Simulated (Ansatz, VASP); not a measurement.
**One calculation of CdSe, two programs**

INCAR

```
SYSTEM = CdSe
PREC     = Accurate       ! precision mode
ENCUT    = 520            ! plane-wave cutoff, eV
EDIFF    = 1E-7           ! SCF threshold, eV
ISMEAR   = 0              ! smearing method
SIGMA    = 0.01           ! smearing width, eV
LREAL    = .FALSE.        ! projectors in reciprocal space
LASPH    = .TRUE.         ! aspherical terms in the spheres
NELM     = 100            ! most SCF steps
ALGO     = Normal         ! electronic algorithm
ISIF     = 2              ! what is computed and relaxed
LWAVE    = .FALSE.        ! write WAVECAR
LCHARG   = .TRUE.         ! write CHGCAR
GGA      = PE             ! functional
LELF     = .TRUE.         ! ELF
LVHAR    = .TRUE.       
NBANDS   = 16             ! bands
```

Contents of KPOINTS:

```
Automatic mesh
0
G
  6 6 6
  0 0 0
```

Contents of POSCAR:

```
CdSe
1.0
    0.0000000000      3.0677809647      3.0677809647
    3.0677809647      0.0000000000      3.0677809647
    3.0677809647      3.0677809647      0.0000000000
Cd Se
1 1
Direct
    0.0000000000      0.0000000000      0.0000000000
    0.2500000000      0.2500000000      0.2500000000
```

Input for Ansatz:

```yaml
crystal:
  lattice:
    - [0.0, 3.0677809647, 3.0677809647]
    - [3.0677809647, 0.0, 3.0677809647]
    - [3.0677809647, 3.0677809647, 0.0]
  atoms:
    - { symbol: Cd, position: [0.0, 0.0, 0.0] }
    - { symbol: Se, position: [0.25, 0.25, 0.25] }
kpoints:
  mp_grid: { grid: [6, 6, 6] }
hamiltonian:
  xc: pbe
scf:
  occupations: { method: fixed }
output:
  optics:
    e_range: [0, 12]
    de: 0.05
    sigma: 0.1
    bands: auto
    scissors: 0.943
  write_density: true
  write_potential: true
  elf: true
  volumetric_format: npy
```

Alike in both runs: task single point; functional PBE; k mesh 6 × 6 × 6; no spin polarisation.

|  | VASP | Ansatz |
| --- | --- | --- |
| version | VASP 6.6.1 | Ansatz 0.2.0 |
| potentials or method | VASP PAW PBE potentials, release 64 (Cd, Se) | plane waves, PAW |
| plane-wave cutoff (eV) | 520 | 420 |
| occupations | gaussian, width 0.01 eV | fixed |
| valence electrons in the cell | 18 | 36 |

|  | VASP | Ansatz | Ansatz less VASP |
| --- | --- | --- | --- |
| gap on the k mesh at the Fermi level (eV) | 0.55 | 0.55 | 0.000 |

The two sets of potentials don't hold the same shells in valence.
